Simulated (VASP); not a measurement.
Here is a VASP 6.6.1 calculation.

File INCAR:

```
  ALGO = Normal
  EDIFF = 1E-6
  EDIFFG = -0.01
  ENCUT = 600
  GGA = PE
  IBRION = 2
  ISIF = 3
  ISMEAR = -1
  LASPH = T
  LCHARG = F
  LREAL = F
  LWAVE = F
  NELM = 60
  NSW = 40
  PREC = Accurate
  PSTRESS = 0
  SIGMA = 0.05
```

File KPOINTS:

```
k-points
0
Gamma
  13 13 13
```

The input POSCAR:

```
SiC
1.0
    0.0000000000      2.1800000000      2.1800000000
    2.1800000000      0.0000000000      2.1800000000
    2.1800000000      2.1800000000      0.0000000000
C Si
1 1
Direct
    0.2500000000      0.2500000000      0.2500000000
    0.0000000000      0.0000000000      0.0000000000
```

Potentials or basis: VASP PAW PBE potentials, release 64 (C, Si).

Command:

```console
$ cat potpaw_PBE.64/C/POTCAR potpaw_PBE.64/Si/POTCAR > POTCAR
$ mpirun -np 1 vasp_std > vasp.out
```

Problem. Predict the band gap on the k mesh.

Solution. 1.44 eV, indirect (least direct gap 4.57 eV).

Problem. Estimate the relaxed volume.

Solution. 10.49 Å³/atom.

Problem. Estimate the space group after relaxing (to 0.05 Å).

Solution. F-43m (No. 216).

Problem. What does it give for the relaxed cell?

Solution. a = 3.096 Å, b = 3.096 Å, c = 3.096 Å, α = 60.00°, β = 60.00°, γ = 60.00°.

Final structure:
```yaml
crystal:
  lattice:
    - [0.00000, 2.18924, 2.18924]
    - [2.18924, 0.00000, 2.18924]
    - [2.18924, 2.18924, 0.00000]
  atoms:
    - { symbol: C, position: [0.25000, 0.25000, 0.25000] }
    - { symbol: Si, position: [0.00000, 0.00000, 0.00000] }
```

Caveat: an odd mesh through Γ misses points on the zone boundary, where band edges often lie.
